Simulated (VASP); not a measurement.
# Se (R-3m) in VASP: notebook

The runs below take Se through relaxation of cell and atoms, with PBEsol.

Program: VASP 6.6.1. These are calculated values, not measurements. Logs are shortened: lines on timing, memory, paths and dates and some standing lists are left out, and cuts for length are marked.

### 1 The structure

The structure is trigonal, space group R-3m (No. 166). The conventional cell has a = 3.850 Å, b = 3.850 Å, c = 2.645 Å, α = 90.00°, β = 90.00°, γ = 120.00°. Se (site symmetry -3m) is surrounded by 8 Se at 2.39 to 2.65 Å.

This isn't the form of Se at room conditions, which is trigonal, of chains.

### 2 Relaxation of cell and atoms, PBEsol, target pressure 125 GPa, at which the enthalpy is minimised

The input, INCAR:

```
ALGO = Normal
EDIFF = 1E-7
EDIFFG = -0.002
ENCUT = 250
GGA = PS
IBRION = 2
ISIF = 3
ISMEAR = 0
LASPH = T
LCHARG = F
LREAL = F
LWAVE = F
NELM = 100
NSW = 80
PREC = Accurate
PSTRESS = 1250.0
SIGMA = 0.1
```

The input, KPOINTS:

```
k-points
0
Gamma
  21 21 21
```

The input, POSCAR:

```
Se
1.0
    1.9250000000      1.1113992700      0.8816666700
   -1.9250000000      1.1113992700      0.8816666700
    0.0000000000     -2.2227985400      0.8816666700
Se
1
Direct
    0.0000000000      0.0000000000      0.0000000000
```

Potentials or basis: VASP PAW PBE potentials, release 64 (Se).

Started as:

```sh
$ cat potpaw_PBE.64/Se/POTCAR > POTCAR
$ mpirun -np 1 vasp_std > vasp.out
```

OUTCAR:

```text
EDIFF = 1E-7
   EDIFFG = -0.002
   ENCUT = 250
   GGA = PS
   IBRION = 2
   ISIF = 3
   ISMEAR = 0
   LASPH = T
   LREAL = F
   NELM = 100
   NSW = 80
   PREC = Accurate
   PSTRESS = 1250.0

 ion  position               nearest neighbor table
   1  0.000  0.000  0.000-

  LATTYP: Found a trigonal (rhomboedric) cell.
 ALAT       =     2.3912694232
 COS(alpha) =    -0.2960878580

  Lattice vectors:

 A1 = (   1.9250000000,   1.1113992700,   0.8816666700)
 A2 = (  -1.9250000000,   1.1113992700,   0.8816666700)
 A3 = (   0.0000000000,  -2.2227985400,   0.8816666700)

Analysis of symmetry for initial positions (statically):
=====================================================================
 Subroutine PRICEL returns:
 Original cell was already a primitive cell.

 Routine SETGRP: Setting up the symmetry group for a
 trigonal (rhombohedral) supercell.

 Subroutine GETGRP returns: Found 12 space group operations
 (whereof 12 operations were pure point group operations)
 out of a pool of 12 trial point group operations.

The static configuration has the point symmetry D_3d.

Analysis of symmetry for dynamics (positions and initial velocities):
=====================================================================
 Subroutine PRICEL returns:
 Original cell was already a primitive cell.

 Routine SETGRP: Setting up the symmetry group for a
 trigonal (rhombohedral) supercell.

 Subroutine GETGRP returns: Found 12 space group operations
 (whereof 12 operations were pure point group operations)
 out of a pool of 12 trial point group operations.

The dynamic configuration has the point symmetry D_3d.

 Subroutine INISYM returns: Found 12 space group operations
 (whereof 12 operations are pure point group operations),
 and found     1 'primitive' translations

----------------------------------------------------------------------------------------

                                     Primitive cell

  volume of cell :      11.3177

  direct lattice vectors                    reciprocal lattice vectors
     1.925000000  1.111399270  0.881666670     0.259740260  0.149961109  0.378071832
    -1.925000000  1.111399270  0.881666670    -0.259740260  0.149961109  0.378071832
     0.000000000 -2.222798540  0.881666670     0.000000000 -0.299922217  0.378071832

  length of vectors
     2.391269423  2.391269423  2.391269426     0.482588486  0.482588486  0.482588486

  position of ions in fractional coordinates (direct lattice)
     0.000000000  0.000000000  0.000000000

[... 92 lines left out ...]
   IALGO  =     38    algorithm
   IMIX   =      4    mixing-type and parameters
     AMIX     =   0.40;   BMIX     =  1.00
     AMIX_MAG =   1.60;   BMIX_MAG =  1.00
  volume/ion in A,a.u.               =      11.32        76.38
  Fermi-wavevector in a.u.,A,eV,Ry     =   1.324971  2.503832 23.885687  1.755548
  Thomas-Fermi vector in A             =   2.454466
   LORBIT       =      0    0 simple, 1 ext, 2 COOP (PROOUT), +10 PAW based schemes
   GGA     = PS    functional components
   LHFCALC =     F    Hartree Fock is set to
   AEXX    =    0.0000 exact exchange contribution
   IVDW    =     0    specifies the selected vdW correction
   LEPSILON=     F    determine dielectric tensor
   LRPA    =     F    only Hartree local field effects (RPA)
 conjugate gradient relaxation of ions
 non-spin polarized calculation
 Gauss-broadening in eV      SIGMA  =   0.10
  energy-cutoff  :      250.00
  volume of cell :       11.32
 maximum number of plane-waves:       109
   NGX =  7   NGY =  7   NGZ =  7

--------------------------------------- Ionic step        1  -------------------------------------------

 number of electron       5.9999999 magnetization

 Free energy of the ion-electron system (eV)
  ---------------------------------------------------
  ext. energy  EPLUGINS =         0.00000000
  ---------------------------------------------------
  free energy    TOTEN  =        -1.07366208 eV

  energy without entropy =       -1.07202732  energy(sigma->0) =       -1.07284470

------------------------ aborting loop because EDIFF is reached ----------------------------------------

  FORCE on cell =-STRESS in cart. coord.  units (eV):
  Direction    XX          YY          ZZ          XY          YZ          ZX
  --------------------------------------------------------------------------------------
  -------------------------------------------------------------------------------------
  Total       10.7976030     10.7976030     10.6427587      0.0000000      0.0000000      0.0000000
  in kB     1528.5562382   1528.5562432   1506.6357981      0.0000000      0.0000000      0.0000000
  external PRESSURE =     271.2494265 kB  Pullay stress =    1250.0000000 kB
[... 24 lines left out ...]
--------------------------------------- Ionic step        2  -------------------------------------------

 number of electron       5.9999991 magnetization

 E-fermi :   9.9627     XC(G=0): -12.2048

 val. band max:        9.9586371209   @ k =  -0.3333   0.1905   0.0476
 cond. band min:       9.9677628486   @ k =  -0.1429   0.3810   0.0476
 fundamental gap:      0.0091257278
 Fermi energy:         9.9626633058

 k-point     1 :       0.0000    0.0000    0.0000
  band No.  band energies     occupation
      1      -9.7561      2.00000
      2      13.6735      0.00000
      3      15.3310      0.00000
      4      15.3310      0.00000
      5      21.9664      0.00000
      6      21.9664      0.00000
      7      23.3218      0.00000
[... 299 lines left out ...]
  energy  without entropy=       -1.5927812439  energy(sigma->0) =       -1.59363707

  enthalpy is  TOTEN    =         7.7121866937 eV   P V=        9.3066795893

[... ionic steps 4 to 9 ...]

--------------------------------------- Ionic step       10  -------------------------------------------

 number of electron       5.9999984 magnetization

------------------------ aborting loop because EDIFF is reached ----------------------------------------
[... 69 lines left out ...]
--------------------------------------- Ionic step       12  -------------------------------------------

 number of electron       5.9999984 magnetization

 Free energy of the ion-electron system (eV)
  ---------------------------------------------------
  ext. energy  EPLUGINS =         0.00000000
  ---------------------------------------------------
  free energy    TOTEN  =        -1.54373377 eV

  energy without entropy =       -1.54205425  energy(sigma->0) =       -1.54289401

 E-fermi :  13.8825     XC(G=0): -13.2701

 val. band max:       13.8757923845   @ k =  -0.4762   0.1905   0.0952
 cond. band min:      13.8848867662   @ k =  -0.2857   0.1905   0.1905
 fundamental gap:      0.0090943817
 Fermi energy:        13.8825008647

 k-point     1 :       0.0000    0.0000    0.0000
  band No.  band energies     occupation
      1      -9.0772      2.00000
      2      18.9727      0.00000
      3      21.1223      0.00000
      4      21.1223      0.00000
      5      26.1733      0.00000
      6      26.1733      0.00000
      7      28.4380      0.00000
[... 262 lines left out ...]
  energy  without entropy=       -1.5420542509  energy(sigma->0) =       -1.54289401

  enthalpy is  TOTEN    =         7.7115765606 eV   P V=        9.2553103276

 reached required accuracy - stopping structural energy minimisation
```

Run time: 54 s. Hardware: 1 thread of AMD EPYC 9R45 (Zen 5), shared host; peak memory 0.09 GiB.

What came out:

| Quantity | Value |
| --- | --- |
| Free energy | -1.5437 eV |
| Relaxed volume | 11.86 Å³/atom |
| Relaxed cell | a = 2.430 Å, b = 2.430 Å, c = 2.430 Å, α = 107.24°, β = 107.24°, γ = 107.24° |
| Space group after relaxing (to 0.05 Å) | R-3m (No. 166) |
| Energy change on relaxing (the enthalpy is what falls) | -470.1 meV/atom |
| Ionic steps | 12 |
| Pressure after relaxing | 125.0 GPa |
| Band gap on the k mesh | none (metal or under the smearing width) |

Step by step:
| step | energy change (eV) | largest force (eV/Å) | pressure (GPa) | volume (Å³) |
| --- | --- | --- | --- | --- |
| 1 | 0.0000 | 0.0000 | 152.12 | 11.32 |
| 2 | -1.8606 | 0.0000 | 42.01 | 14.75 |
| 3 | -0.5208 | 0.0000 | 122.07 | 11.93 |
| 4 | -0.4719 | 0.0000 | 124.89 | 11.87 |
| 5 | -0.4633 | 0.0000 | 125.39 | 11.85 |
| 6 | -0.4638 | 0.0000 | 125.37 | 11.85 |
| 7 | -0.4654 | 0.0000 | 125.28 | 11.86 |
| 8 | -0.4655 | 0.0000 | 125.27 | 11.86 |
| 9 | -0.4658 | 0.0000 | 125.26 | 11.86 |
| 10 | -0.4664 | 0.0000 | 125.23 | 11.86 |
| 11 | -0.4676 | 0.0000 | 125.15 | 11.86 |
| 12 | -0.4701 | 0.0000 | 125.01 | 11.86 |

Final structure:
```
Se
1.0
     1.95602    1.12931    0.89506
    -1.95602    1.12931    0.89506
     0.00000   -2.25862    0.89506
Se
1
Direct
  0.00000 0.00000 0.00000
```

Caveat: the cutoff is under 1.25 times the usual one of these potentials, so pressure, stress and relaxed cells hold a basis-set (Pulay) error; the cell is relaxed towards a set pressure, so the enthalpy falls and the energy may rise; the PAW data sets were made with another functional, which shifts forces and pressure a little. Zero-point motion and thermal expansion aren't in these numbers.

### 3 Relaxation of cell and atoms, PBEsol, target pressure 125 GPa, at which the enthalpy is minimised

This run uses another cell than the first one, of 11.86 Å³/atom, 1.048 times its volume.

INCAR is that of step 2.

KPOINTS is that of step 2.

The input, POSCAR:

```
Se                                      
1.0
    1.9560231812      1.1293105200      0.8950616155
   -1.9560231812      1.1293105200      0.8950616155
   -0.0000000000     -2.2586210399      0.8950616155
  Se            
     1
Direct
     0.0000000000000000    0.0000000000000000    0.0000000000000000
```

Potentials or basis: VASP PAW PBE potentials, release 64 (Se).

Started as:

```sh
$ cat potpaw_PBE.64/Se/POTCAR > POTCAR
$ mpirun -np 1 vasp_std > vasp.out
```

OUTCAR:

```text
EDIFF = 1E-7
   EDIFFG = -0.002
   ENCUT = 250
   GGA = PS
   IBRION = 2
   ISIF = 3
   ISMEAR = 0
   LASPH = T
   LREAL = F
   NELM = 100
   NSW = 80
   PREC = Accurate
   PSTRESS = 1250.0

 ion  position               nearest neighbor table
   1  0.000  0.000  0.000-

  LATTYP: Found a trigonal (rhomboedric) cell.
 ALAT       =     2.4295069935
 COS(alpha) =    -0.2964079432

  Lattice vectors:

 A1 = (   1.9560231812,   1.1293105200,   0.8950616155)
 A2 = (  -1.9560231812,   1.1293105200,   0.8950616155)
 A3 = (   0.0000000000,  -2.2586210399,   0.8950616155)

Analysis of symmetry for initial positions (statically):
=====================================================================
 Subroutine PRICEL returns:
 Original cell was already a primitive cell.

 Routine SETGRP: Setting up the symmetry group for a
 trigonal (rhombohedral) supercell.

 Subroutine GETGRP returns: Found 12 space group operations
 (whereof 12 operations were pure point group operations)
 out of a pool of 12 trial point group operations.

The static configuration has the point symmetry D_3d.

Analysis of symmetry for dynamics (positions and initial velocities):
=====================================================================
 Subroutine PRICEL returns:
 Original cell was already a primitive cell.

 Routine SETGRP: Setting up the symmetry group for a
 trigonal (rhombohedral) supercell.

 Subroutine GETGRP returns: Found 12 space group operations
 (whereof 12 operations were pure point group operations)
 out of a pool of 12 trial point group operations.

The dynamic configuration has the point symmetry D_3d.

 Subroutine INISYM returns: Found 12 space group operations
 (whereof 12 operations are pure point group operations),
[... 117 lines left out ...]
  Thomas-Fermi vector in A             =   2.435293
   LORBIT       =      0    0 simple, 1 ext, 2 COOP (PROOUT), +10 PAW based schemes
   GGA     = PS    functional components
   LHFCALC =     F    Hartree Fock is set to
   AEXX    =    0.0000 exact exchange contribution
   IVDW    =     0    specifies the selected vdW correction
   LEPSILON=     F    determine dielectric tensor
   LRPA    =     F    only Hartree local field effects (RPA)
 conjugate gradient relaxation of ions
 non-spin polarized calculation
 Gauss-broadening in eV      SIGMA  =   0.10
  energy-cutoff  :      250.00
  volume of cell :       11.86
 maximum number of plane-waves:       113
 NGX is ok and might be reduce to    14
   NGX =  7   NGY =  7   NGZ =  7

--------------------------------------- Ionic step        1  -------------------------------------------

 number of electron       5.9999995 magnetization

 Free energy of the ion-electron system (eV)
  ---------------------------------------------------
  ext. energy  EPLUGINS =         0.00000000
  ---------------------------------------------------
  free energy    TOTEN  =        -1.54529832 eV

  energy without entropy =       -1.54361822  energy(sigma->0) =       -1.54445827

------------------------ aborting loop because EDIFF is reached ----------------------------------------

  FORCE on cell =-STRESS in cart. coord.  units (eV):
  Direction    XX          YY          ZZ          XY          YZ          ZX
  --------------------------------------------------------------------------------------
  -------------------------------------------------------------------------------------
  Total        9.2626947      9.2626948      9.2656508      0.0000000      0.0000000      0.0000000
  in kB     1250.9973126   1250.9973342   1251.3965636      0.0000000      0.0000000      0.0000000
  external PRESSURE =       1.1304035 kB  Pullay stress =    1250.0000000 kB
[... 172 lines left out ...]
--------------------------------------- Ionic step        6  -------------------------------------------

 number of electron       5.9999995 magnetization

 Free energy of the ion-electron system (eV)
  ---------------------------------------------------
  ext. energy  EPLUGINS =         0.00000000
  ---------------------------------------------------
  free energy    TOTEN  =        -1.54739977 eV

  energy without entropy =       -1.54571994  energy(sigma->0) =       -1.54655985

 E-fermi :  13.8776     XC(G=0): -13.2690

 val. band max:       13.8719540591   @ k =  -0.4762   0.1905   0.0952
 cond. band min:      13.8806987503   @ k =  -0.2857   0.1905   0.1905
 fundamental gap:      0.0087446912
 Fermi energy:        13.8775579579

 k-point     1 :       0.0000    0.0000    0.0000
  band No.  band energies     occupation
      1      -9.0779      2.00000
      2      18.9662      0.00000
      3      21.1158      0.00000
      4      21.1158      0.00000
      5      26.1678      0.00000
      6      26.1678      0.00000
      7      28.4322      0.00000
[... 221 lines left out ...]
 k-point    24 :      -0.3810    0.0476   -0.0000
  band No.  band energies     occupation
      1      -4.7794      2.00000
      2       5.0904      2.00000
      3      15.8164      0.00000
      4      18.3939      0.00000
      5      22.4935      0.00000
      6      23.6068      0.00000
      7      33.2465      0.00000

 [... further k-points ...]
[... 5 lines left out ...]
  --------------------------------------------------------------------------------------
  -------------------------------------------------------------------------------------
  Total        9.2554172      9.2554174      9.2589765      0.0000000      0.0000000      0.0000000
  in kB     1249.7307809   1249.7308061   1250.2113805      0.0000000      0.0000001      0.0000000
  external PRESSURE =      -0.1090109 kB  Pullay stress =    1250.0000000 kB
[... 20 lines left out ...]
  energy  without entropy=       -1.5457199432  energy(sigma->0) =       -1.54655985

  enthalpy is  TOTEN    =         7.7100112685 eV   P V=        9.2574110352

 reached required accuracy - stopping structural energy minimisation
```

It took 31 s on 1 thread of AMD EPYC 9R45 (Zen 5), shared host; peak memory 0.1 GiB.

Results:

```yaml
Free_energy: -1.5474 eV
Relaxed_volume: 11.87 Å³/atom
Relaxed_cell: a = 2.430 Å, b = 2.430 Å, c = 2.430 Å, α = 107.24°, β = 107.24°, γ = 107.24°
Space_group_after_relaxing_to_0.05_Å: R-3m (No. 166)
Energy_change_on_relaxing_the_enthalpy_is_what_falls: -2.1 meV/atom
Ionic_steps: 6
Pressure_after_relaxing: 125.0 GPa
Band_gap_on_the_k_mesh: none (metal or under the smearing width)
```

The path:
```
step  energy change (eV)  largest force (eV/Å)  pressure (GPa)  volume (Å³)
   1              0.0000                0.0000          125.11        11.86
   2             -0.0112                0.0000          124.48        11.88
   3             -0.0019                0.0000          125.00        11.87
   4             -0.0020                0.0000          125.00        11.87
   5             -0.0023                0.0000          124.99        11.87
   6             -0.0021                0.0000          124.99        11.87
```

Final structure:
```
CELL_PARAMETERS angstrom
1.95615 1.12939 0.89515
-1.95615 1.12939 0.89515
0.00000 -2.25877 0.89515
ATOMIC_POSITIONS crystal
Se 0.00000 0.00000 0.00000
```

Levels at points of the mesh, in eV from the Fermi level:
| k point | band 1 | band 2 | band 3 | band 4 | band 5 | band 6 |
| --- | --- | --- | --- | --- | --- | --- |
| (0.00, 0.00, 0.00) | -22.96 | 5.09 | 7.24 | 7.24 | 12.29 | 12.29 |

Caveat: the cutoff is under 1.25 times the usual one of these potentials, so pressure, stress and relaxed cells hold a basis-set (Pulay) error; the cell is relaxed towards a set pressure, so the enthalpy falls and the energy may rise; the PAW data sets were made with another functional, which shifts forces and pressure a little.

[end of part 1 of 2]
